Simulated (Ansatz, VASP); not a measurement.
## GaN in VASP and in Ansatz

```
CELL_PARAMETERS angstrom
0.00000 2.22066 2.22066
2.22066 0.00000 2.22066
2.22066 2.22066 0.00000
ATOMIC_POSITIONS crystal
Ga 0.00000 0.00000 0.00000
N 0.25000 0.25000 0.25000
```

Alike in both runs: functional LDA; k mesh 10 × 10 × 10; no spin polarisation.

Ansatz relaxed the structure, and its values are those at the end. VASP's run is a single point on that final structure, the one shown.

|  | VASP | Ansatz |
| --- | --- | --- |
| version | VASP 6.6.1 | Ansatz 0.2.0 |
| potentials or method | VASP PAW LDA potentials, release 64 (Ga_d, N) | PAW with Ansatz's default frozen-core files, scalar-relativistic |
| plane-wave cutoff (eV) | 520 | 420 |
| occupations | gaussian, width 0.01 eV | fixed |
| valence electrons in the cell | 18 | 18 |

Ansatz gave:

```
gap on the k mesh at the Fermi level (eV) : 2.02
pressure (GPa)                            : 2.0
```

Question: Estimate VASP's values.

Answer: gap on the k mesh at the Fermi level (eV): 2.03; pressure (GPa): 3.1.
